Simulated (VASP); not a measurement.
# Te2Mo in VASP: a series of runs

One slab, Te2Mo, is run at these levels: PBE+D3(BJ); tasks: relaxation of cell and atoms.

All numbers are computed with VASP 6.6.1; they aren't measurements. Logs are shortened: lines on timing, memory, paths and dates and some standing lists are left out, and cuts for length are marked.

### 1 The slab as given

The cell holds a slab with vacuum, 6 atoms: a = 3.518 Å, b = 3.518 Å, c = 28.592 Å, α = 90.00°, β = 90.00°, γ = 120.00°.

### 2 Relaxation of cell and atoms, PBE+D3(BJ)

Input file INCAR:

```
SYSTEM = Te2Mo
PREC = Accurate
ENCUT = 600
EDIFF = 1E-6
ISMEAR = 0
SIGMA = 0.03
LREAL = .False.
LASPH = .True.
NELM = 80
ALGO = Normal
ISIF = 3
LWAVE = .False.
LCHARG = .False.
GGA = PE
IVDW = 12
IBRION = 2
NSW = 90
EDIFFG = -0.01
LATTICE_CONSTRAINTS = .TRUE. .TRUE. .FALSE.
KPAR = 4
```

Input file KPOINTS:

```
regular mesh
0
Gamma
  12 12 1
  0 0 0
```

Input file POSCAR:

```
Te2Mo
1.0
    3.5182000000      0.0000000000      0.0000000000
   -1.7591000000      3.0468505800      0.0000000000
    0.0000000000      0.0000000000     28.5919888000
Te Mo
4 2
Direct
    0.3333333300      0.6666666700      0.3147734900
    0.3333333300      0.6666666700      0.4408643600
    0.6666666700      0.3333333300      0.5591356400
    0.6666666700      0.3333333300      0.6852265100
    0.6666666700      0.3333333300      0.3778189200
    0.3333333300      0.6666666700      0.6221810800
```

Potentials or basis: VASP PAW PBE potentials, release 64 (Te, Mo_sv).

On the command line:

```
> cat potpaw_PBE.64/Te/POTCAR potpaw_PBE.64/Mo_sv/POTCAR > POTCAR
> mpirun -np 4 vasp_std > vasp.out
```

OUTCAR:

```text
SYSTEM = Te2Mo
   PREC = Accurate
   ENCUT = 600
   EDIFF = 1E-6
   ISMEAR = 0
   LREAL = .False.
   LASPH = .True.
   NELM = 80
   ISIF = 3
   GGA = PE
   IVDW = 12
   IBRION = 2
   NSW = 90
   EDIFFG = -0.01
 IVDW          = 12

 ion  position               nearest neighbor table
   1  0.333  0.667  0.315-   5 2.72   5 2.72   5 2.72   2 3.61
   2  0.333  0.667  0.441-   5 2.72   5 2.72   5 2.72   1 3.61
   3  0.667  0.333  0.559-   6 2.72   6 2.72   6 2.72   4 3.61
   4  0.667  0.333  0.685-   6 2.72   6 2.72   6 2.72   3 3.61
   5  0.667  0.333  0.378-   1 2.72   1 2.72   1 2.72   2 2.72   2 2.72   2 2.72
   6  0.333  0.667  0.622-   4 2.72   4 2.72   4 2.72   3 2.72   3 2.72   3 2.72

  LATTYP: Found a hexagonal cell.
 ALAT       =     3.5182000000
 C/A-ratio  =     8.1268798818

  Lattice vectors:

 A1 = (   3.5182000000,   0.0000000000,   0.0000000000)
 A2 = (  -1.7591000000,   3.0468505800,   0.0000000000)
 A3 = (   0.0000000000,   0.0000000000,  28.5919888000)

Analysis of symmetry for initial positions (statically):
=====================================================================
 Subroutine PRICEL returns:
 Original cell was already a primitive cell.

 Routine SETGRP: Setting up the symmetry group for a
 hexagonal supercell.

 Subroutine GETGRP returns: Found 12 space group operations
 (whereof 12 operations were pure point group operations)
 out of a pool of 24 trial point group operations.

The static configuration has the point symmetry D_3d.

Analysis of symmetry for dynamics (positions and initial velocities):
=====================================================================
 Subroutine PRICEL returns:
 Original cell was already a primitive cell.

 Routine SETGRP: Setting up the symmetry group for a
 hexagonal supercell.

 Subroutine GETGRP returns: Found 12 space group operations
 (whereof 12 operations were pure point group operations)
 out of a pool of 24 trial point group operations.

The dynamic configuration has the point symmetry D_3d.

 Subroutine INISYM returns: Found 12 space group operations
 (whereof 12 operations are pure point group operations),
 and found     1 'primitive' translations

----------------------------------------------------------------------------------------

                                     Primitive cell

  volume of cell :     306.4898

  direct lattice vectors                    reciprocal lattice vectors
     3.518200000  0.000000000  0.000000000     0.284236257  0.164103879  0.000000000
    -1.759100000  3.046850580  0.000000000     0.000000000  0.328207759  0.000000000
     0.000000000  0.000000000 28.591988800     0.000000000  0.000000000  0.034974832

  length of vectors
     3.518200000  3.518200004 28.591988800     0.328207759  0.328207759  0.034974832

  position of ions in fractional coordinates (direct lattice)
     0.333333330  0.666666670  0.314773490
     0.333333330  0.666666670  0.440864360
     0.666666670  0.333333330  0.559135640
     0.666666670  0.333333330  0.685226510
     0.666666670  0.333333330  0.377818920
     0.333333330  0.666666670  0.622181080

  ion indices of the primitive-cell ions
   primitive index   ion index
                 1           1
                 2           2
                 3           3
                 4           4
                 5           5
                 6           6

----------------------------------------------------------------------------------------

 KPOINTS: regular mesh

Automatic generation of k-mesh.
 Grid dimensions read from file:
 generate k-points for:   12   12    1

 Generating k-lattice:

  Cartesian coordinates                     Fractional coordinates (reciprocal lattice)
     0.023686355  0.013675323  0.000000000     0.083333333  0.000000000  0.000000000
     0.000000000  0.027350647  0.000000000     0.000000000  0.083333333  0.000000000
     0.000000000  0.000000000  0.034974832     0.000000000  0.000000000  1.000000000

  Length of vectors
     0.027350647  0.027350647  0.034974832

  Shift w.r.t. Gamma in fractional coordinates (k-lattice)
     0.000000000  0.000000000  0.000000000

 Subroutine IBZKPT returns following result:
 ===========================================

 Found     19 irreducible k-points:

 Following reciprocal coordinates:
            Coordinates               Weight
  0.000000  0.000000  0.000000      1.000000
  0.083333 -0.000000  0.000000      6.000000
  0.166667 -0.000000  0.000000      6.000000
  0.250000  0.000000  0.000000      6.000000
  0.333333 -0.000000  0.000000      6.000000
  0.416667  0.000000  0.000000      6.000000
[... 11 lines left out ...]
  0.333333  0.250000  0.000000     12.000000
  0.333333  0.333333  0.000000      2.000000
   k-points           NKPTS =     19   k-points in BZ     NKDIM =     19   number of bands    NBANDS=     31
   number of dos      NEDOS =    301   number of ions     NIONS =      6
   total plane-waves  NPLWV = 188160
   dimension x,y,z NGX =    28 NGY =   28 NGZ =  240
   dimension x,y,z NGXF=    56 NGYF=   56 NGZF=  480
   ions per type =               4   2
   NGX,Y,Z   is equivalent  to a cutoff of  13.23, 13.23, 13.95 a.u.
   NGXF,Y,Z  is equivalent  to a cutoff of  26.46, 26.46, 27.91 a.u.
 SYSTEM =  Te2Mo
   PREC   = accura    normal or accurate (medium, high low for compatibility)
   ISTART =      0    job   : 0-new  1-cont  2-samecut
   ICHARG =      2    charge: 1-file 2-atom 10-const
   ISPIN  =      1    spin polarized calculation?
   LNONCOLLINEAR =      F non collinear calculations
   LSORBIT =      F    spin-orbit coupling
   LASPH  =      T    aspherical Exc in radial PAW
   ENCUT  =  600.0 eV  44.10 Ry    6.64 a.u.   7.03  7.03 57.11*2*pi/ulx,y,z
   NELM   =     80;   NELMIN=  2; NELMDL= -5     # of ELM steps
   EDIFF  = 0.1E-05   stopping-criterion for ELM
   LREAL  =      F    real-space projection
   EDIFFG = -.1E-01   stopping-criterion for IOM
   NSW    =     90    number of steps for IOM
   IBRION =      2    ionic relax: 0-MD 1-quasi-New 2-CG
   NFREE  =      1    steps in history (QN), initial steepest desc. (CG)
   ISIF   =      3    stress and relaxation
   ISYM   =      2    0-nonsym 1-usesym 2-fastsym
   POTIM  = 0.5000    time-step for ionic-motion
   TEBEG  =    0.0;   TEEND  =   0.0 temperature during run
   PSTRESS=    0.0 pullay stress
   NELECT =      52.0000    total number of electrons
   NUPDOWN=      -1.0000    fix difference up-down
   EMIN   =  10.00;   EMAX   =-10.00  energy-range for DOS
   EFERMI =   0.00;   METHOD = LEGACY
   ISMEAR =     0;   SIGMA  =   0.03  broadening in eV -4-tet -1-fermi 0-gaus
   EFERMI_NEDOS =   21; number of points for ismear=-14 and -15
   IALGO  =     38    algorithm
   IMIX   =      4    mixing-type and parameters
     AMIX     =   0.40;   BMIX     =  1.00
     AMIX_MAG =   1.60;   BMIX_MAG =  1.00
  volume/ion in A,a.u.               =      51.08       344.72
  Fermi-wavevector in a.u.,A,eV,Ry     =   0.906297  1.712653 11.175478  0.821374
  Thomas-Fermi vector in A             =   2.029968
   LORBIT       =      0    0 simple, 1 ext, 2 COOP (PROOUT), +10 PAW based schemes
   GGA     = PE    functional components
   LHFCALC =     F    Hartree Fock is set to
   AEXX    =    0.0000 exact exchange contribution
   IVDW    =    12    specifies the selected vdW correction
   LEPSILON=     F    determine dielectric tensor
   LRPA    =     F    only Hartree local field effects (RPA)
 conjugate gradient relaxation of ions
 non-spin polarized calculation
 Gauss-broadening in eV      SIGMA  =   0.03
  energy-cutoff  :      600.00
  volume of cell :      306.49
 maximum number of plane-waves:     10265
   NGX = 15   NGY = 15   NGZ =115

--------------------------------------- Ionic step        1  -------------------------------------------

 number of electron      51.9999999 magnetization

 Free energy of the ion-electron system (eV)
  ---------------------------------------------------
  ext. energy  EPLUGINS =         0.00000000
  ---------------------------------------------------
  free energy    TOTEN  =       -36.00643215 eV

  energy without entropy =      -36.00643215  energy(sigma->0) =      -36.00643215

------------------------ aborting loop because EDIFF is reached ----------------------------------------

 Edisp (eV)   -2.79434

 E8    (eV) :    -1.3237

  FORCE on cell =-STRESS in cart. coord.  units (eV):
  Direction    XX          YY          ZZ          XY          YZ          ZX
  --------------------------------------------------------------------------------------
  -------------------------------------------------------------------------------------
  Total      -0.49975    -0.49975     0.48255     0.00000     0.00000    -0.00000
  in kB      -2.61243    -2.61243     2.52252     0.00000     0.00000    -0.00000
  external pressure =       -0.90 kB  Pullay stress =        0.00 kB
[... 109 lines left out ...]
  FREE ENERGIE OF THE ION-ELECTRON SYSTEM (eV)
  ---------------------------------------------------
  free  energy   TOTEN  =       -38.8089989902 eV

  energy  without entropy=      -38.8089989902  energy(sigma->0) =      -38.80899899

[... ionic steps 4 to 18 ...]

--------------------------------------- Ionic step       19  -------------------------------------------

 number of electron      51.9999998 magnetization

------------------------ aborting loop because EDIFF is reached ----------------------------------------

 Edisp (eV)   -2.84764

 E8    (eV) :    -1.3482
[... 77 lines left out ...]
  energy  without entropy=      -38.8153165616  energy(sigma->0) =      -38.81531656

--------------------------------------- Ionic step       21  -------------------------------------------

 number of electron      51.9999998 magnetization

 Free energy of the ion-electron system (eV)
  ---------------------------------------------------
  ext. energy  EPLUGINS =         0.00000000
  ---------------------------------------------------
  free energy    TOTEN  =       -35.96433305 eV

  energy without entropy =      -35.96433305  energy(sigma->0) =      -35.96433305

 E-fermi :   1.8493     XC(G=0):  -5.5122

 val. band max:        1.6685011989   @ k =   0.0000   0.0000   0.0000
 cond. band min:       2.5520808638   @ k =   0.2500   0.1667   0.0000
 fundamental gap:      0.8835796649
 Fermi energy:         1.8492916890

 k-point     1 :       0.0000    0.0000    0.0000
  band No.  band energies     occupation
      1     -59.1358      2.00000
      2     -59.1358      2.00000
      3     -33.3142      2.00000
      4     -33.3142      2.00000
      5     -33.1696      2.00000
      6     -33.1696      2.00000
[... 672 lines left out ...]
  FREE ENERGIE OF THE ION-ELECTRON SYSTEM (eV)
  ---------------------------------------------------
  free  energy   TOTEN  =       -38.8153352851 eV

  energy  without entropy=      -38.8153352851  energy(sigma->0) =      -38.81533529

 reached required accuracy - stopping structural energy minimisation
```

It took 12 min on 4 MPI ranks of Intel Xeon Platinum 8559C (Emerald Rapids), shared host; peak memory 0.63 GiB.

Results:

```yaml
Free_energy: -38.8153 eV
Relaxed_volume: 50.50 Å³/atom
Relaxed_cell: a = 3.498 Å, b = 3.498 Å, c = 28.592 Å, α = 90.00°, β = 90.00°, γ = 120.00°
Space_group_after_relaxing_to_0.05_Å: P-3m1 (No. 164)
Energy_gained_by_relaxing: 2.4 meV/atom
Ionic_steps: 21
Largest_force_after_relaxing: 0.007 eV/Å
Band_gap_on_the_k_mesh: 0.88 eV, indirect (least direct gap 1.15 eV)
Dispersion_energy_per_atom: -0.475 eV
```

Forces in eV/Å, atoms in the order of the input:
```
Te   0.000  0.000 -0.007
Te   0.000  0.000  0.006
Te   0.000  0.000 -0.006
Te   0.000  0.000  0.007
Mo   0.000  0.000  0.005
Mo   0.000  0.000 -0.005
```

Step by step:
| step | energy change (eV) | largest force (eV/Å) | pressure (GPa) | volume (Å³) |
| --- | --- | --- | --- | --- |
| 1 | 0.0000 | 0.2034 | -0.09 | 306.49 |
| 2 | -0.0067 | 0.1417 | 0.05 | 304.03 |
| 3 | -0.0082 | 0.0984 | 0.16 | 302.14 |
| 4 | -0.0094 | 0.0938 | -0.25 | 302.83 |
| 5 | -0.0099 | 0.0299 | -0.10 | 302.58 |
| 6 | -0.0099 | 0.0291 | -0.10 | 302.59 |
| 7 | -0.0101 | 0.0322 | -0.10 | 302.60 |
| 8 | -0.0105 | 0.0451 | -0.09 | 302.61 |
| 9 | -0.0108 | 0.1032 | -0.05 | 302.63 |
| 10 | -0.0108 | 0.1017 | -0.05 | 302.64 |
| 11 | -0.0109 | 0.1009 | -0.05 | 302.65 |
| 12 | -0.0111 | 0.0988 | -0.04 | 302.68 |
| 13 | -0.0115 | 0.0962 | -0.04 | 302.73 |
| 14 | -0.0121 | 0.0892 | -0.04 | 302.84 |
| 15 | -0.0132 | 0.0792 | -0.02 | 303.05 |
| 16 | -0.0142 | 0.0647 | 0.02 | 303.48 |
| 17 | -0.0142 | 0.0614 | 0.03 | 303.55 |
| 18 | -0.0145 | 0.0250 | 0.01 | 303.48 |
| 19 | -0.0145 | 0.0212 | -0.02 | 303.45 |
| 20 | -0.0145 | 0.0143 | -0.01 | 303.23 |
| 21 | -0.0146 | 0.0072 | 0.00 | 303.02 |

Final structure:
```yaml
crystal:
  lattice:
    - [3.49821, 0.00000, 0.00000]
    - [-1.74910, 3.02954, 0.00000]
    - [0.00000, 0.00000, 28.59199]
  atoms:
    - { symbol: Te, position: [0.33333, 0.66667, 0.31649] }
    - { symbol: Te, position: [0.33333, 0.66667, 0.44371] }
    - { symbol: Te, position: [0.66667, 0.33333, 0.55629] }
    - { symbol: Te, position: [0.66667, 0.33333, 0.68351] }
    - { symbol: Mo, position: [0.66667, 0.33333, 0.38006] }
    - { symbol: Mo, position: [0.33333, 0.66667, 0.61994] }
```

Caveat: spin-orbit coupling is left out, which moves the levels of the heavy elements. Expect the measured gap to be larger: semilocal functionals such as PBE lack the derivative discontinuity.

(Part 1 of 2 ends here.)
